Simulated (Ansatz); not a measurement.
Geometry optimisation in Ansatz: input, command and trajectory.

```yaml
crystal:
  lattice:
    - [0.0, 3.9500651579, 4.1346025358]
    - [2.3055036913, 0.0, 4.1346025358]
    - [2.3055036913, 3.9500651579, 0.0]
  atoms:
    - { symbol: Ti, position: [0.75, 0.75, 0.75] }
    - { symbol: Ti, position: [0.5, 0.5, 0.5] }
    - { symbol: Si, position: [0.0859010666, 0.4140989334, 0.0859010666] }
    - { symbol: Si, position: [0.4140989334, 0.0859010666, 0.4140989334] }
    - { symbol: Si, position: [0.1640989334, 0.8359010666, 0.1640989334] }
    - { symbol: Si, position: [0.8359010666, 0.1640989334, 0.8359010666] }
basis:
  ecutwfc: 420
kpoints:
  mp_grid: { grid: [10, 10, 10] }
hamiltonian:
  xc: pbesol
scf:
  occupations: { method: gaussian, width: 0.1 }
output:
  forces: true
  stress: true
  eigenvalues: true
relax:
  adjacent_minimum: "off"
  f_tol: 0.01
  max_steps: 30
  cell: { stress_tol: 0.1, fix: [volume] }
```

```bash
ansatz run input.yaml --threads 1 --pin off --max-ram 2560MiB --backend cpu --events-out ev --progress --plain --runs-dir out
```

All numbers below come from DFT PBEsol, scalar-relativistic, plane waves, PAW (Ansatz 0.2.0).

The volume is held at 0.91 times that of the relaxed cell.

Of 4 frames 3 are shown, positions in Å and forces in eV/Å; the SCF threshold varies from step to step. Steps run on the plane waves of an earlier cell, with a Pulay correction in the pressure. The basis is chosen afresh for the last frame, the zero of the energies, and at times for earlier ones too; energy and pressure step there, also at an unchanged geometry.

```xyz
6
Lattice="0.0000 3.9501 4.1346 2.3055 0.0000 4.1346 2.3055 3.9501 0.0000" Properties=species:S:1:pos:R:3:forces:R:3 pbc="T T T" step=1 free_energy_over_end_meV_per_atom=0.14 pressure_GPa=17.53
Ti    3.4583    5.9251    6.2019    0.0000    0.0000    0.0000
Ti    2.3055    3.9501    4.1346    0.0000    0.0000    0.0000
Si    1.1528    0.6786    2.0673    0.0000   -0.0172    0.0000
Si    1.1528    3.2714    2.0673    0.0000    0.0172    0.0000
Si    2.3055    1.2964    4.1346    0.0000    0.0172    0.0000
Si    2.3055    6.6037    4.1346    0.0000   -0.0172    0.0000
6
Lattice="0.0000 3.9415 4.1433 2.3057 0.0000 4.1433 2.3057 3.9415 0.0000" Properties=species:S:1:pos:R:3:forces:R:3 pbc="T T T" step=2 free_energy_over_end_meV_per_atom=0.00 pressure_GPa=17.41
Ti    3.4585    5.9123    6.2149    0.0000    0.0000    0.0000
Ti    2.3057    3.9415    4.1433    0.0000    0.0000    0.0000
Si    1.1528    0.6762    2.0716    0.0000   -0.0026    0.0000
Si    1.1528    3.2654    2.0716    0.0000    0.0026    0.0000
Si    2.3057    1.2946    4.1433    0.0000    0.0026    0.0000
Si    2.3057    6.5885    4.1433    0.0000   -0.0026    0.0000
6
Lattice="0.0000 3.9431 4.1430 2.3049 0.0000 4.1430 2.3049 3.9431 0.0000" Properties=species:S:1:pos:R:3:forces:R:3 pbc="T T T" step=4 free_energy_over_end_meV_per_atom=0.00 pressure_GPa=17.42
Ti    3.4573    5.9147    6.2145    0.0000    0.0000    0.0000
Ti    2.3049    3.9431    4.1430    0.0000    0.0000    0.0000
Si    1.1524    0.6763    2.0715    0.0000   -0.0016    0.0000
Si    1.1524    3.2668    2.0715    0.0000    0.0016    0.0000
Si    2.3049    1.2952    4.1430    0.0000    0.0016    0.0000
Si    2.3049    6.5910    4.1430    0.0000   -0.0016    0.0000
```

The run took 2.3 min on 1 thread of Intel(R) Xeon(R) Platinum 8259CL CPU @ 2.50GHz (Skylake/Cascade Lake), on a shared host, peak memory 0.63 GiB.